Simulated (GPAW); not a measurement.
# V (P6_3/mmc) in GPAW: settings compared

Aim: see how the results for V move with the level of theory and the settings. Levels: PBEsol, LDA. Tasks: band structure, equation of state.

Everything below comes from runs of GPAW 26.7.0. Logs are shortened: lines on timing, memory, paths and dates and some standing lists are left out, and cuts for length are marked. The log counts tension as positive stress, the text compression.

## (1) The crystal as given

The structure is hexagonal, space group P6_3/mmc (No. 194). The conventional cell has a = 2.604 Å, b = 2.604 Å, c = 4.723 Å, α = 90.00°, β = 90.00°, γ = 120.00°. V (site symmetry -6m2) has 12 V at 2.60 to 2.80 Å as nearest neighbours.

This isn't the form of V at room conditions, which is bcc.

## (2) Band structure, PBEsol, collinear spin, ferromagnetic start

Input file run.py:

```python
from ase import Atoms
from ase.dft.bandgap import bandgap
from ase.io import write
from ase.units import GPa
from gpaw import GPAW, PW, setup_paths

setup_paths.insert(0, '.')

atoms = Atoms(['V', 'V'],
              cell=[[2.6042941027, 0.0, 0.0],
                    [-1.3021470513, 2.2553848518, 0.0],
                    [0.0, 0.0, 4.723336]],
              scaled_positions=[[0.3333333333, 0.6666666667, 0.25],
                                [0.6666666667, 0.3333333333, 0.75]],
              pbc=True)
atoms.set_initial_magnetic_moments([2.0, 2.0])

calc = GPAW(mode=PW(600),
            xc='PBEsol',
            kpts={'size': (8, 8, 4), 'gamma': True},
            occupations={'name': 'fermi-dirac', 'width': 0.05},
            nbands=26,
            convergence={'density': 1e-05, 'energy': 1e-05},
            maxiter=150,
            txt='gpaw.txt')
atoms.calc = calc
energy = atoms.get_potential_energy()
forces = atoms.get_forces()
stress = atoms.get_stress()
calc.write('gs.gpw')
write('result.traj', atoms)
print(f'Energy: {energy:.6f} eV')
print('Forces (eV/A):')
print(forces.round(4))
print('Stress (GPa):', (stress / GPa).round(3))
print('Moments:', calc.get_magnetic_moments().round(3))
print('Fermi level:', round(calc.get_fermi_level(), 4), 'eV')
print(f'Gap: {bandgap(calc)[0]:.4f} eV, direct: {bandgap(calc, direct=True)[0]:.4f} eV')

path = atoms.cell.bandpath('GMKGALHA,LM,KH', npoints=80, eps=1e-4)
bs_calc = calc.fixed_density(kpts=path, symmetry='off', nbands=37,
                             convergence={'bands': 'CBM+6.0', 'eigenstates': 1e-6}, txt='bands.txt')
bs = bs_calc.band_structure()
bs.write('bs.json')
print(f'Gap on the path: {bandgap(bs_calc)[0]:.4f} eV')
```

Potentials or basis: PAW data sets generated in the run's folder for this functional, pw.

Command:

```bash
> gpaw-setup -f PBEsol V
> OMP_NUM_THREADS=1 python run.py
```

gpaw.txt:

```text
__  _  _
 | _ |_)|_||  |
 |__||  | ||/\| - 26.7.0

Input parameters:
  mode=PW(ecut=600.0),
  convergence={'density': 1e-05, 'energy': 1e-05},
  kpts=MonkhorstPack(size=(8, 8, 4), gamma=True),
  maxiter=150,
  nbands=26,
  occupations=Occupations(name='fermi-dirac', width=0.05),
  xc=XC(name='PBEsol')

Diagonalizing LCAO Hamiltonian
Converting LCAO to pw mode

          V

        V

Atoms  # Å, Bohr magnetons
|   | symbol |         x |        y |        z |    initial magnetic moments |
|---|--------|-----------|----------|----------|-----------------------------|
| 0 |      V | -0.000000 | 1.503590 | 1.180834 | ( 0.0000,  0.0000,  2.0000) |
| 1 |      V |  1.302147 | 0.751795 | 3.542502 | ( 0.0000,  0.0000,  2.0000) |

Unit cell  # Å
| periodic |         x |        y |        z |  lengths |     angles |
|----------|-----------|----------|----------|----------|------------|
|      yes |  2.604294 | 0.000000 | 0.000000 | 2.604294 |  90.000000 |
|      yes | -1.302147 | 2.255385 | 0.000000 | 2.604294 |  90.000000 |
|      yes |  0.000000 | 0.000000 | 4.723336 | 4.723336 | 120.000000 |

Number of symmetries: 12
Symmetry operations  # r_c * U_cc + t_c -> r_c
|    | kind |            matrix            |
|----|------|------------------------------|
|  0 |  σ   |  1, 1, 0,  0,-1, 0,  0, 0, 1 |
|  1 |  S6  |  1, 1, 0, -1, 0, 0,  0, 0,-1 |
|  2 |  E   |  1, 0, 0,  0, 1, 0,  0, 0, 1 |
|  3 |  C2  |  1, 0, 0, -1,-1, 0,  0, 0,-1 |
|  4 |  C2  |  0, 1, 0,  1, 0, 0,  0, 0,-1 |
|  5 |  C3  |  0, 1, 0, -1,-1, 0,  0, 0, 1 |
|  6 |  S6  |  0,-1, 0,  1, 1, 0,  0, 0,-1 |
|  7 |  σ   |  0,-1, 0, -1, 0, 0,  0, 0, 1 |
|  8 |  σ   | -1, 0, 0,  1, 1, 0,  0, 0, 1 |
|  9 |  i   | -1, 0, 0,  0,-1, 0,  0, 0,-1 |
| 10 |  C3  | -1,-1, 0,  1, 0, 0,  0, 0, 1 |
| 11 |  C2  | -1,-1, 0,  0, 1, 0,  0, 0,-1 |

BZ-sampling:
  Number of BZ points: 256
  Number of IBZ points: 35

  Monkhorst-Pack size: [8, 8, 4]
  Monkhorst-Pack shift: [0.0625, 0.0625, 0.125]

K-points  # in reciprocal-cell coordinates
|     |                                coordinates |     weight |
|-----|--------------------------------------------|------------|
|   0 | (  0.00000000,   0.00000000,   0.00000000) | 0.00390625 |
|   1 | (  0.00000000,   0.00000000,   0.25000000) | 0.00781250 |
|   2 | (  0.00000000,   0.00000000,   0.50000000) | 0.00390625 |
|   3 | (  0.12500000,   0.00000000,  -0.25000000) | 0.02343750 |
|   4 | (  0.12500000,   0.00000000,   0.00000000) | 0.02343750 |
|   5 | (  0.12500000,   0.00000000,   0.25000000) | 0.02343750 |
|   6 | (  0.12500000,   0.00000000,   0.50000000) | 0.02343750 |
|   7 | (  0.25000000,  -0.12500000,   0.00000000) | 0.02343750 |
|   8 | (  0.25000000,  -0.12500000,   0.25000000) | 0.04687500 |
|   9 | (  0.25000000,  -0.12500000,   0.50000000) | 0.02343750 |
| ... |                                            |            |
|  34 | (  0.50000000,   0.50000000,   0.50000000) | 0.01171875 |

Plane wave coefficients: 939
Cutoff: 600.0 eV

Spin-components: 2 (collinear spins)
Bands:           26
Projectors:      12
Spin-degeneracy: 1
Datatype:        complex128

Parallelization:
  kpt:    1
  domain: 1
  band:   1

Density:
  Valence electrons: 26.0
  Components: 2
  Grid points: [15 15 27]
  Charge: 0.0  # |e|

Potential:
  Grid points: [15 15 27]

species:
  V:
    name:    Vanadium
    Z:       23.0
    valence: 13
    core:    10
    charge:  0.0  # [|e|]
    compensation charges:
      type: gauss
      rc: 0.37  # [Å]
      lmax: 2
    cutoffs:
      filter: 2.14  # [Å]
      core: 0.96  # [Å]
    projectors
    | kind |    occ | energy [eV] | rcut [Å] |
    |------|--------|-------------|----------|
    |   3s |  2.000 |     -70.022 |    1.254 |
    |   4s |  2.000 |      -4.715 |    1.254 |
    |   3p |  6.000 |     -43.949 |    1.281 |
    |   4p |  0.000 |      -1.426 |    1.281 |
    |   3d |  3.000 |      -5.183 |    1.169 |
    |    d |        |      22.028 |    1.169 |

    Using partial waves for V as LCAO basis

Reference energy: -51585.477082  # eV

eigensolver:
  PPCG
  Converge bands: occupied
  niter=2

density mixing:
  MSR1-Mixer
  Pratt-step length: 0.05
  Maximum mixing coefficient: 0.75
  Old densities: 10
  SVD Regularization: 0.005
  Good broyden scale: 1.0
  Trust region scale: 1.0
  Backstep threshold: 4.0
  History deletion threshold: 6.0
  Fourier metric: weight=20.0, sigma=0.015

occupation numbers:
  Fermi-Dirac:
    width: 0.0500  # eV

poisson solver:
  ecut: 4800.0  # eV

xc functional:
  name: PBEsol with 2 nearest neighbor stencil

convergence criteria:
- Maximum integral of absolute [dens]ity change: 1e-05 electrons / valence electron
- Maximum [total energy] change in last 3 cyles: 1e-05 eV / valence electron
- Maximum integral of absolute [eigenst]ate change: 4e-08 eV^2 / valence electron
maximum number of iterations: 150

SCF iterations
|iter     | |      energy | eigst |  dens |  magmom |
|---------|-|-------------|-------|-------|---------|
|iter:   1| |  -17.661093 | +0.45 |       |  +4.0133|
|iter:   2| |  -17.554899 | -1.44 | -0.89 |  +3.9214|
|iter:   3| |  -17.492586 | -1.55 | -0.92 |  +2.6500|
|iter:   4| |  -17.589953 | -3.13 | -1.35 |  +2.0899|
|iter:   5| |  -17.704373 | -3.21 | -1.48 |  +1.0722|
|iter:   6| |  -17.744918 | -3.26 | -1.73 |  -0.0057|
|iter:   7| |  -17.749606 | -3.82 | -2.21 |  +0.1257|
|iter:   8| |  -17.750077 | -4.81 | -2.56 |  +0.0789|
|iter:   9| |  -17.750332 | -4.91 | -2.90 |  +0.0117|
|iter:  10| |  -17.750361 | -5.54 | -3.34 |  -0.0028|
|iter:  11| |  -17.750363c| -6.65 | -3.68 |  -0.0041|
|iter:  12| |  -17.750366c| -7.42c| -3.92 |  -0.0016|
|iter:  13| |  -17.750366c| -7.73c| -4.59 |  -0.0003|
|iter:  14| |  -17.750366c| -8.30c| -5.16c|  -0.0000|

Converged in 14 steps
Energy contributions relative to reference atoms: (reference = -51585.477082)

Energy contributions:
  Kinetic:          -8.152301
  Coulomb:           6.442725
  Zero:              0.277734
  External:          0.000000
  Xc:              -16.304617
  Entropy:          -0.027814
  Spinorbit:         0.000000
  ----------------------------
  Free energy:     -17.764273
  Extrapolated:    -17.750366

dipole moment: (0.000000, 0.000000, 0.000000)  # |e|*Ang

Total magnetic moment: (0.000000, 0.000000, -0.000031)

Local magnetic moments
|        x |        y |         z |
|----------|----------|-----------|
| 0.000000 | 0.000000 | -0.000011 |  # V    0
| 0.000000 | 0.000000 | -0.000011 |  # V    1

Fermi level: 9.303
Eigenvalues  # (at kpt = [0.000, 0.000, 0.000])
| band index |      eig [eV] | occ [0-1] |      eig [eV] | occ [0-1] |
|------------|---------------|-----------|---------------|-----------|
|          0 |       -54.462 |     1.000 |       -54.462 |     1.000 |
|        ... |               |           |               |           |
|          4 |       -27.916 |     1.000 |       -27.916 |     1.000 |
|          5 |       -27.916 |     1.000 |       -27.916 |     1.000 |
|          6 |       -27.859 |     1.000 |       -27.859 |     1.000 |
|          7 |       -27.859 |     1.000 |       -27.859 |     1.000 |
|          8 |         2.510 |     1.000 |         2.510 |     1.000 |
|          9 |         5.946 |     1.000 |         5.946 |     1.000 |
[... 8 lines left out ...]
|         18 |        12.205 |     0.000 |        12.205 |     0.000 |
|         19 |        12.205 |     0.000 |        12.205 |     0.000 |
|        ... |               |           |               |           |
|         25 |        33.706 |     0.000 |        33.706 |     0.000 |

No gap
No difference between direct/indirect transitions

Forces  # eV/Ang
|        x |        y |        z |
|----------|----------|----------|
| -0.00000 | -0.00000 |  0.00000 |  # V    0
|  0.00000 |  0.00000 | -0.00000 |  # V    1

Stress tensor  # eV/Ang^3
|         x |         y |        z |
|-----------|-----------|----------|
|  0.031874 | -0.000000 | 0.000000 |
| -0.000000 |  0.031874 | 0.000000 |
|  0.000000 |  0.000000 | 0.039778 |

# Writing to gs.gpw (mode='')
```

Wall time 82 s (1 thread of Arm Neoverse V1, shared host); peak memory 0.29 GiB.

Results:

| Quantity | Value |
| --- | --- |
| Free energy | -17.7643 eV |
| Pressure | -5.5 GPa |
| Band gap along the path | none (metal or under the smearing width) |
| Net moment | 0.00 μB per cell |

Stress tensor (GPa, compression positive):
```
-5.11  0.00  0.00
 0.00 -5.11  0.00
 0.00  0.00 -6.37
```

Levels at the corners of the path, in eV from the Fermi level:
Spin up:
| point | band 10 | band 11 | band 12 | band 13 | band 14 | band 15 | band 16 | band 17 |
| --- | --- | --- | --- | --- | --- | --- | --- | --- |
| Γ | -3.36 | -0.53 | -0.20 | 0.36 | 0.36 | 0.67 | 0.67 | 1.85 |
| M | -2.79 | -2.65 | -0.34 | -0.14 | 0.34 | 0.64 | 2.98 | 3.56 |
| K | -1.43 | -1.43 | -1.42 | -0.39 | -0.39 | 0.67 | 2.24 | 2.44 |
| Γ | -3.36 | -0.53 | -0.20 | 0.36 | 0.36 | 0.67 | 0.67 | 1.85 |
| A | -5.04 | -0.97 | -0.97 | 0.39 | 0.39 | 0.39 | 0.39 | 2.52 |
| L | -3.18 | -1.74 | -1.74 | 1.66 | 1.66 | 1.66 | 1.66 | 3.62 |
| H | -1.57 | -1.52 | -1.52 | -0.55 | -0.55 | 0.97 | 0.97 | 2.94 |
| A | -5.04 | -0.97 | -0.97 | 0.39 | 0.39 | 0.39 | 0.39 | 2.52 |
| L | -3.18 | -1.74 | -1.74 | 1.66 | 1.66 | 1.66 | 1.66 | 3.62 |
| M | -2.79 | -2.65 | -0.34 | -0.14 | 0.34 | 0.64 | 2.98 | 3.56 |
| K | -1.43 | -1.43 | -1.42 | -0.39 | -0.39 | 0.67 | 2.24 | 2.44 |
| H | -1.57 | -1.52 | -1.52 | -0.55 | -0.55 | 0.97 | 0.97 | 2.94 |
Spin down:
| point | band 10 | band 11 | band 12 | band 13 | band 14 | band 15 | band 16 | band 17 |
| --- | --- | --- | --- | --- | --- | --- | --- | --- |
| Γ | -3.36 | -0.53 | -0.20 | 0.36 | 0.36 | 0.67 | 0.67 | 1.85 |
| M | -2.79 | -2.65 | -0.34 | -0.14 | 0.34 | 0.64 | 2.98 | 3.56 |
| K | -1.43 | -1.43 | -1.42 | -0.39 | -0.39 | 0.67 | 2.24 | 2.44 |
| Γ | -3.36 | -0.53 | -0.20 | 0.36 | 0.36 | 0.67 | 0.67 | 1.85 |
| A | -5.04 | -0.97 | -0.97 | 0.39 | 0.39 | 0.39 | 0.39 | 2.52 |
| L | -3.18 | -1.74 | -1.74 | 1.66 | 1.66 | 1.66 | 1.66 | 3.62 |
| H | -1.57 | -1.52 | -1.52 | -0.55 | -0.55 | 0.97 | 0.97 | 2.94 |
| A | -5.04 | -0.97 | -0.97 | 0.39 | 0.39 | 0.39 | 0.39 | 2.52 |
| L | -3.18 | -1.74 | -1.74 | 1.66 | 1.66 | 1.66 | 1.66 | 3.62 |
| M | -2.79 | -2.65 | -0.34 | -0.14 | 0.34 | 0.64 | 2.98 | 3.56 |
| K | -1.43 | -1.43 | -1.42 | -0.39 | -0.39 | 0.67 | 2.24 | 2.44 |
| H | -1.57 | -1.52 | -1.52 | -0.55 | -0.55 | 0.97 | 0.97 | 2.94 |

## (3) Band structure, LDA, collinear spin, ferromagnetic start

run.py, as its differences from that of step 2:

```diff
@@ -4,5 +4,3 @@
 from ase.units import GPa
-from gpaw import GPAW, PW, setup_paths
-
-setup_paths.insert(0, '.')
+from gpaw import GPAW, PW
 
@@ -18,3 +16,3 @@
 calc = GPAW(mode=PW(600),
-            xc='PBEsol',
+            xc='LDA',
             kpts={'size': (8, 8, 4), 'gamma': True},
```

Potentials or basis: the program's PAW data sets (release 1.2.1) made for this functional, pw.

Command:

```bash
> OMP_NUM_THREADS=1 python run.py
```

It took 76 s on 1 thread of Arm Neoverse V1, shared host; peak memory 0.29 GiB.

It converged, with:

```
Free energy             : -18.5088 eV
Pressure                : -11.8 GPa
Band gap along the path : none (metal or under the smearing width)
Net moment              : 0.00 μB per cell
```

Stress tensor (GPa, compression positive):
```
-12.11   0.00   0.00
  0.00 -12.11   0.00
  0.00   0.00 -11.33
```

Levels at the corners of the path, in eV from the Fermi level:
Spin up:
```csv
point,band 10,band 11,band 12,band 13,band 14,band 15,band 16,band 17
Γ,-3.33,-0.53,-0.09,0.35,0.35,0.66,0.66,1.82
M,-2.77,-2.63,-0.34,-0.08,0.35,0.61,2.95,3.56
K,-1.40,-1.40,-1.38,-0.40,-0.40,0.67,2.21,2.43
Γ,-3.33,-0.53,-0.09,0.35,0.35,0.66,0.66,1.82
A,-4.96,-0.95,-0.95,0.38,0.38,0.38,0.38,2.50
L,-3.16,-1.74,-1.74,1.64,1.64,1.71,1.71,3.62
H,-1.54,-1.52,-1.52,-0.52,-0.52,0.96,0.96,2.94
A,-4.96,-0.95,-0.95,0.38,0.38,0.38,0.38,2.50
L,-3.16,-1.74,-1.74,1.64,1.64,1.71,1.71,3.62
M,-2.77,-2.63,-0.34,-0.08,0.35,0.61,2.95,3.56
K,-1.40,-1.40,-1.38,-0.40,-0.40,0.67,2.21,2.43
H,-1.54,-1.52,-1.52,-0.52,-0.52,0.96,0.96,2.94
```
Spin down:
```csv
point,band 11,band 12,band 13,band 14,band 15,band 16
Γ,-0.53,-0.09,0.35,0.35,0.66,0.66
M,-2.63,-0.34,-0.08,0.35,0.61,2.95
K,-1.40,-1.38,-0.40,-0.40,0.67,2.21
Γ,-0.53,-0.09,0.35,0.35,0.66,0.66
A,-0.95,-0.95,0.38,0.38,0.38,0.38
L,-1.74,-1.74,1.64,1.64,1.71,1.71
H,-1.52,-1.52,-0.52,-0.52,0.96,0.96
A,-0.95,-0.95,0.38,0.38,0.38,0.38
L,-1.74,-1.74,1.64,1.64,1.71,1.71
M,-2.63,-0.34,-0.08,0.35,0.61,2.95
K,-1.40,-1.38,-0.40,-0.40,0.67,2.21
H,-1.52,-1.52,-0.52,-0.52,0.96,0.96
```

## (4) Equation of state, LDA, collinear spin, ferromagnetic start

Input file run.py:

```python
from ase import Atoms
from ase.eos import EquationOfState
from ase.io import Trajectory
from ase.units import GPa
from gpaw import GPAW, PW

atoms = Atoms(['V', 'V'],
              cell=[[2.6042941027, 0.0, 0.0],
                    [-1.3021470513, 2.2553848518, 0.0],
                    [0.0, 0.0, 4.723336]],
              scaled_positions=[[0.3333333333, 0.6666666667, 0.25],
                                [0.6666666667, 0.3333333333, 0.75]],
              pbc=True)
atoms.set_initial_magnetic_moments([2.0, 2.0])

traj = Trajectory('eos.traj', 'w')
volumes, energies = [], []
for x in [0.94, 0.96, 0.98, 1.0, 1.02, 1.04, 1.06]:
    a = atoms.copy()
    a.set_cell(atoms.cell * x**(1 / 3), scale_atoms=True)
    calc = GPAW(mode=PW(600),
                xc='LDA',
                kpts={'size': (8, 8, 4), 'gamma': True},
                occupations={'name': 'fermi-dirac', 'width': 0.05},
                nbands=26,
                convergence={'density': 1e-05, 'energy': 1e-05},
                maxiter=150,
                txt=f'eos-{x:.2f}.txt')
    a.calc = calc
    energies.append(a.get_potential_energy(force_consistent=True))
    volumes.append(a.get_volume())
    p = -a.get_stress()[:3].mean() / GPa
    calc.write(f'eos-{x:.2f}.gpw')
    traj.write(a)
    print(f'{x:.2f} {volumes[-1]:10.4f} A^3 {energies[-1]:14.6f} eV {p:9.3f} GPa', flush=True)

v0, e0, B = EquationOfState(volumes, energies, eos='birchmurnaghan').fit()
print(f'V0 = {v0:.4f} A^3, E0 = {e0:.6f} eV, B0 = {B / GPa:.2f} GPa')
```

Command:

```bash
> OMP_NUM_THREADS=1 python run.py
```

Wall time 4.6 min (1 thread of Arm Neoverse V1, shared host); peak memory 0.28 GiB.

Results (log left out):

| Quantity | Value |
| --- | --- |
| Equilibrium volume | 12.97 Å³/atom (rough: see the caveat) |
| Bulk modulus at fixed shape and positions | 200 GPa (rough) |

Energy against volume, from the lowest point:
| volume (Å³/atom) | energy (meV/atom) |
| --- | --- |
| 13.039 | 0.00 |
| 13.317 | 5.36 |
| 13.594 | 17.21 |
| 13.872 | 34.93 |
| 14.149 | 57.96 |
| 14.427 | 85.76 |
| 14.704 | 117.87 |

Caveat: the minimum lies outside the volumes run; the cell was scaled at fixed shape and fractional positions, which overstates the stiffness of a crystal with free parameters, most of all of layers and chains.

## (5) The runs side by side

```csv
task,level,potentials or basis,band path,band points,pressure (GPa),moment (μB)
band structure,PBEsol,"PAW data sets generated in the run's folder for this functional, pw","GMKGALHA,LM,KH",80,-5.5,0.00
band structure,LDA,"the program's PAW data sets (release 1.2.1) made for this functional, pw","GMKGALHA,LM,KH",80,-11.8,0.00
equation of state,LDA,"the program's PAW data sets (release 1.2.1) made for this functional, pw",-,-,-,-
```

Alike in all rows: spin collinear, ferromagnetic start; cell as given; k mesh 8 × 8 × 4; cutoff (eV) 600; smearing fermi-dirac 0.05 eV.

Caveats: the minimum lies outside the volumes run (some runs); the cell was scaled at fixed shape and fractional positions, which overstates the stiffness of a crystal with free parameters, most of all of layers and chains (some runs).

Absolute energies hang on the potentials; compare differences alone.
